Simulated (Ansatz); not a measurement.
Input and command of a plane-wave DFT calculation in Ansatz:

```yaml
crystal:
  lattice:
    - [5.680217882, 0.0, 0.0]
    - [-2.840108941, 4.9192129848, 0.0]
    - [0.0, 0.0, 33.6469655413]
  atoms:
    - { symbol: O, position: [0.6666666667, 0.6666666667, 0.2369442642] }
    - { symbol: O, position: [0.3333333333, 0.0, 0.2369334663] }
    - { symbol: O, position: [0.0, 0.3333333333, 0.2364319164] }
    - { symbol: Zn, position: [0.3329300655, 0.333335187, 0.2449325415] }
    - { symbol: Zn, position: [-1.8537e-06, 0.6662615452, 0.2449325415] }
    - { symbol: Zn, position: [0.6670717882, 0.0004032678, 0.2449325415] }
    - { symbol: O, position: [0.3326767066, 0.3333604409, 0.3098944167] }
    - { symbol: O, position: [-2.71075e-05, 0.6659829324, 0.3098944167] }
    - { symbol: O, position: [0.6673504009, 0.0006566267, 0.3098944167] }
    - { symbol: Zn, position: [0.6666666667, 0.6666666667, 0.323038484] }
    - { symbol: Zn, position: [0.3333333333, 0.0, 0.3230189609] }
    - { symbol: Zn, position: [0.0, 0.3333333333, 0.3235968258] }
    - { symbol: O, position: [0.6666666667, 0.6666666667, 0.3862192478] }
    - { symbol: O, position: [0.3333333333, 0.0, 0.3861495548] }
    - { symbol: O, position: [0.0, 0.3333333333, 0.3869606963] }
    - { symbol: Zn, position: [0.3345421286, 0.3332112159, 0.4010704506] }
    - { symbol: Zn, position: [0.0001221174, 0.6679975794, 0.4010704506] }
    - { symbol: Zn, position: [0.6653357539, -0.0012087953, 0.4010704506] }
    - { symbol: O, position: [0.3351716354, 0.3332837556, 0.4636347311] }
    - { symbol: O, position: [4.95777e-05, 0.6685545465, 0.4636347311] }
    - { symbol: O, position: [0.6647787869, -0.0018383021, 0.4636347311] }
    - { symbol: Zn, position: [0.6666666667, 0.6666666667, 0.482350056] }
    - { symbol: Zn, position: [0.3333333333, 0.0, 0.4827285399] }
    - { symbol: Zn, position: [0.0, 0.3333333333, 0.4808722389] }
basis:
  ecutwfc: 420
kpoints:
  mp_grid: { grid: [6, 6, 1] }
hamiltonian:
  xc: pbe
scf:
  occupations: { method: gaussian, width: 0.1 }
output:
  forces: true
  stress: true
  eigenvalues: true
  write_density: true
  write_potential: true
  elf: true
  volumetric_format: npy
efield:
  axis: 3
  dipole_correction: true
  ramp_width: 0.04
```

```bash
ansatz run input.yaml --threads 8 --pin off --max-ram 20480MiB --backend cpu --events-out ev --progress --plain --runs-dir out
```

Processor: Intel(R) Xeon(R) Processor @ 2.70GHz, 8 threads, on a host shared with other jobs.

How long does it run, and how much memory does it take?

About 34 s on 8 threads of Intel(R) Xeon(R) Processor @ 2.70GHz, with other jobs on the host, peak memory 3.9 GiB. It solves 132 bands at 8 k points (the mesh reduced by the symmetry that the task leaves, which can be less than the crystal's) with about 18461 plane waves, in 12 SCF iterations.
